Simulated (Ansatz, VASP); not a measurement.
# One calculation of Al2O3, two programs

```
Al O
1.0
     2.36458    1.36519    4.29719
    -2.36458    1.36519    4.29719
     0.00000   -2.73038    4.29719
Al O
4 6
Direct
  0.35202 0.35202 0.35202
  0.14798 0.14798 0.14798
  0.64798 0.64798 0.64798
  0.85202 0.85202 0.85202
  0.55586 0.94414 0.25000
  0.25000 0.55586 0.94414
  0.94414 0.25000 0.55586
  0.44414 0.05586 0.75000
  0.75000 0.44414 0.05586
  0.05586 0.75000 0.44414
```

Alike in both runs: functional LDA; k mesh 6 × 6 × 6; no spin polarisation.

Ansatz relaxed the structure, and its values are those at the end. VASP's run is a single point on that final structure, the one shown.

|  | VASP | Ansatz |
| --- | --- | --- |
| version | VASP 6.6.1 | Ansatz 0.2.0 |
| potentials or method | VASP PAW LDA potentials, release 64 (Al, O) | scalar-relativistic, plane waves, PAW |
| plane-wave cutoff (eV) | 520 | 420 |
| occupations | gaussian, width 0.01 eV | fixed |
| valence electrons in the cell | 48 | 48 |

|  | VASP | Ansatz | Ansatz less VASP |
| --- | --- | --- | --- |
| gap on the k mesh at the Fermi level (eV) | 6.44 | 6.43 | -0.009 |
| least direct gap on the mesh (eV) | 6.44 | 6.43 | -0.009 |
| pressure (GPa) | 0.9 | 0.0 | -0.87 |
| rms of the force components (eV/Å) | 0.006 | 0.000 | -0.0058 |

A k mesh can miss the band edges.
